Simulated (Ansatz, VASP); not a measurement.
**Two plane-wave programs on GaCo**

File INCAR:

```
PREC = Accurate
ENCUT = 600
EDIFF = 1E-6
ISMEAR = 0
SIGMA = 0.1
LREAL = F
LASPH = T
NELM = 150
ALGO = Normal
ISIF = 3
LWAVE = F
LCHARG = F
ISPIN = 2
MAGMOM = -0.01 0.18
LORBIT = 11
LMAXMIX = 4
GGA = PE
IVDW = 12
IBRION = 2
NSW = 70
EDIFFG = -0.005
```

Contents of KPOINTS:

```
Automatic mesh
0
Gamma
  14 14 14
```

Contents of POSCAR:

```
GaCo
1.0
    2.8817643550      0.0000000000      0.0000000000
    0.0000000000      2.8817643550      0.0000000000
    0.0000000000      0.0000000000      2.8817643550
Ga Co
1 1
Direct
    0.5000000000      0.5000000000      0.5000000000
    0.0000000000      0.0000000000      0.0000000000
```

Input for Ansatz:

```yaml
crystal:
  lattice:
    - [2.881764355, 0.0, 0.0]
    - [0.0, 2.881764355, 0.0]
    - [0.0, 0.0, 2.881764355]
  atoms:
    - { symbol: Ga, position: [0.5, 0.5, 0.5], spin: -0.01 }
    - { symbol: Co, position: [0.0, 0.0, 0.0], spin: 0.18 }
basis:
  ecutwfc: 420
kpoints:
  mp_grid: { grid: [14, 14, 14] }
hamiltonian:
  xc: pbe
  dispersion: d3bj
scf:
  occupations: { method: gaussian, width: 0.1 }
output:
  forces: true
  stress: true
  eigenvalues: true
  populations: true
magnetization:
  spin_polarized: true
relax:
  adjacent_minimum: "off"
  f_tol: 0.005
  max_steps: 50
  cell: { stress_tol: 0.05 }
```

Alike in both runs: task relaxation of cell and atoms; functional PBE; dispersion D3(BJ); k mesh 14 × 14 × 14; occupations gaussian, width 0.1 eV; collinear spin.

```csv
,VASP,Ansatz
version,VASP 6.6.1,Ansatz 0.2.0
potentials or method,"VASP PAW PBE potentials, release 64 (Ga_d, Co)","scalar-relativistic, plane waves, PAW"
plane-wave cutoff (eV),600,420
valence electrons in the cell,22,30
```

|  | VASP | Ansatz | Ansatz less VASP |
| --- | --- | --- | --- |
| gap on the k mesh at the Fermi level, each at its own relaxed structure (eV) | none | none | - |
| net moment per atom (μB) | 0.00 | 0.00 | 0.000 |
| relaxed volume (Å³/atom) | 11.58 | 11.57 | -0.011 |
| relaxed cell length with the largest relative difference (Å) | 2.851 | 2.850 | -0.0009 |
| energy change over the relaxation (meV/atom) | -7 | -8 | -0.4 |

A gap of «none» marks a metal or a gap that the smearing closes. The two sets of potentials don't hold the same shells in valence. Ansatz warned: «seeded_moment_not_kept».

Caveats: pairwise dispersion overbinds metals, which lowers pressure and volume.
